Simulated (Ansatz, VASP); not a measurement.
Two plane-wave programs on SnO

Contents of INCAR:

```
PREC = Accurate
ENCUT = 520
EDIFF = 1E-6
ISMEAR = 0
SIGMA = 0.1
LREAL = F
LASPH = T
NELM = 100
ALGO = Normal
ISIF = 2
LWAVE = F
LCHARG = F
GGA = PE
NBANDS = 28
```

File KPOINTS:

```
Automatic mesh
0
Gamma
  6 6 4
```

The input POSCAR:

```
SnO
1.0
    3.4949886900      0.0000000000      0.0000000000
   -1.7474943500      3.0267489900      0.0000000000
    0.0000000000      0.0000000000      5.7503532000
Sn O
2 2
Direct
    0.3333333300      0.6666666700      0.3731349300
    0.6666666700      0.3333333300      0.8731349300
    0.3333333300      0.6666666700      0.0000000000
    0.6666666700      0.3333333300      0.5000000000
```

Input for Ansatz:

```yaml
crystal:
  lattice:
    - [3.49498869, 0.0, 0.0]
    - [-1.74749435, 3.02674899, 0.0]
    - [0.0, 0.0, 5.7503532]
  atoms:
    - { symbol: Sn, position: [0.33333333, 0.66666667, 0.37313493] }
    - { symbol: Sn, position: [0.66666667, 0.33333333, 0.87313493] }
    - { symbol: O, position: [0.33333333, 0.66666667, 0.0] }
    - { symbol: O, position: [0.66666667, 0.33333333, 0.5] }
basis:
  ecutwfc: 420
kpoints:
  mp_grid: { grid: [6, 6, 4] }
hamiltonian:
  xc: pbe
scf:
  occupations: { method: gaussian, width: 0.1 }
  lower_state_search: "off"
output:
  forces: true
  stress: true
  eigenvalues: true
```

Alike in both runs: task single point; functional PBE; k mesh 6 × 6 × 4; occupations gaussian, width 0.1 eV; no spin polarisation.

|  | VASP | Ansatz |
| --- | --- | --- |
| version | VASP 6.6.1 | Ansatz 0.2.0 |
| potentials or method | VASP PAW PBE potentials, release 64 (Sn_d, O) | scalar-relativistic, plane waves, PAW |
| plane-wave cutoff (eV) | 520 | 420 |
| valence electrons in the cell | 40 | 40 |

|  | VASP | Ansatz | Ansatz less VASP |
| --- | --- | --- | --- |
| gap on the k mesh at the Fermi level (eV) | 0.33 | 0.33 | -0.003 |
| least direct gap on the mesh (eV) | 0.63 | 0.64 | +0.002 |
| rms of the force components (eV/Å) | 0.153 | 0.152 | -0.0006 |

Atom by atom the forces differ by 0.001 eV/Å (rms over components).

Caveats: spin-orbit coupling is left out, which moves the levels of the heavy elements.
